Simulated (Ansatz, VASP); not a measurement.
BN in VASP and in Ansatz

INCAR

```
  PREC = Accurate
  ENCUT = 520
  EDIFF = 1E-6
  ISMEAR = -1
  SIGMA = 0.03
  LREAL = F
  LASPH = T
  NELM = 80
  ALGO = Normal
  ISIF = 2
  LWAVE = F
  LCHARG = T
  GGA = PE
  LELF = T
  LVHAR = T
  NBANDS = 11
```

The input KPOINTS:

```
regular mesh
0
Gamma
  13 13 13
```

POSCAR

```
BN
1.0
    0.0000000000      1.8075000000      1.8075000000
    1.8075000000      0.0000000000      1.8075000000
    1.8075000000      1.8075000000      0.0000000000
B N
1 1
Direct
    0.0000000000      0.0000000000      0.0000000000
    0.7500000000      0.7500000000      0.7500000000
```

Input for Ansatz:

```yaml
crystal:
  lattice:
    - [0.0, 1.8075, 1.8075]
    - [1.8075, 0.0, 1.8075]
    - [1.8075, 1.8075, 0.0]
  atoms:
    - { symbol: B, position: [0.0, 0.0, 0.0] }
    - { symbol: "N", position: [0.75, 0.75, 0.75] }
kpoints:
  mp_grid: { grid: [13, 13, 13] }
  band_path:
    path:
      - [0.0, 0.0, 0.0]
      - [-0.5, -0.5, 0.0]
      - [-0.375, -0.375, 0.25]
      - [-0.375, 0.0, 0.375]
      - [0.0, 0.0, 0.0]
      - [0.0, 0.0, 0.5]
      - [-0.5, -0.25, 0.25]
      - [-0.5, -0.5, 0.0]
    npoints: 14
scf:
  occupations: { method: fermi_dirac, width: 0.03 }
hamiltonian:
  xc: pbe
  pseudopotentials: { kind: all_electron, lapw: { basis_error: 0.001 } }
output:
  forces: true
  stress: true
  eigenvalues: true
  fatbands: true
  populations: true
  dos: { projected: true, de: 0.2, e_range: [-14, 8] }
```

Alike in both runs: task single point; functional PBE; k mesh 13 × 13 × 13; occupations fermi-dirac, width 0.03 eV; no spin polarisation.

|  | VASP | Ansatz |
| --- | --- | --- |
| version | VASP 6.6.1 | Ansatz 0.2.0 |
| potentials or method | VASP PAW PBE potentials, release 64 (B, N) | all-electron LAPW, scalar-relativistic |
| plane-wave cutoff (eV) | 520 | see its input |

```tsv
	VASP	Ansatz	Ansatz less VASP
gap on the k mesh at the Fermi level (eV)	4.53	4.54	+0.008
pressure (GPa)	3.3	3.0	-0.27
```

Ansatz ran all-electron here, so the differences hold the error of VASP's frozen core and of both bases.

Caveats: an odd mesh through Γ misses points on the zone boundary, where band edges often lie. A hybrid or GW would open this gap; PBE tends to underestimate it.
